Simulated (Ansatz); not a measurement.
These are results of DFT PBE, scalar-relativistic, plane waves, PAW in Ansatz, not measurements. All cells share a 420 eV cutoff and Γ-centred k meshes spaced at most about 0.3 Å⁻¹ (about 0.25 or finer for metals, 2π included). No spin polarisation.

These are static total energies at zero pressure.

Question: Order these relaxed structures of AsPt4 by energy, lowest first, with the energy over the lowest of them.
A.

```xyz
5
Lattice="-2.4148 2.4148 3.7878 2.4148 -2.4148 3.7878 2.4148 2.4148 -3.7878" Properties=species:S:1:pos:R:3 pbc="T T T"
As    0.0000    0.0000    0.0000
Pt    0.0000    0.0000    2.4187
Pt    0.0000    0.0000    5.1570
Pt    0.0000    2.4148    0.0000
Pt    2.4148    0.0000    0.0000
```

B.

```xyz
5
Lattice="4.6052 0.0000 0.0000 0.0000 4.6052 0.0000 0.0000 0.0000 4.6052" Properties=species:S:1:pos:R:3 pbc="T T T"
As    0.0000    0.0000    0.0000
Pt    2.3026    0.0000    0.0000
Pt    0.0000    2.3026    0.0000
Pt    0.0000    0.0000    2.3026
Pt    2.3026    2.3026    2.3026
```

C.

```xyz
5
Lattice="-2.8321 2.8321 2.8321 2.8321 -2.8321 2.8321 2.8321 2.8321 -2.8321" Properties=species:S:1:pos:R:3 pbc="T T T"
As    0.0000    0.0000    0.0000
Pt    1.4161    1.4161   -1.4161
Pt   -1.4161    1.4161    1.4161
Pt    1.4161   -1.4161    1.4161
Pt    1.4161    1.4161    1.4161
```

D.

```xyz
5
Lattice="0.0000 4.5134 4.5134 4.5134 0.0000 4.5134 4.5134 4.5134 0.0000" Properties=species:S:1:pos:R:3 pbc="T T T"
As    0.0000    0.0000    0.0000
Pt    1.3319    1.3319    1.3319
Pt    1.3319    3.1815    3.1815
Pt    3.1815    3.1815    1.3319
Pt    3.1815    1.3319    3.1815
```

Answer: C (0 meV/atom), A (41 meV/atom), B (631 meV/atom), D (763 meV/atom). Forms: C Im-3m; A I4/mmm; B Pm-3m; D F-43m. Counting Pt atoms around As (those within 1.25 times the shortest such distance or 1.15 times the sum of covalent radii): C has As 8; A has As 6; B has As 6; D has As 4. All come from invented guesses. Even the lowest of the cells shown lies +0.11 eV/atom against the elements.

These runs have no spin–orbit coupling, which can matter for Pt. Cells relaxed within their symmetry can be saddle points. Some types were kept out of the candidates beforehand, so the set may lack a known form.
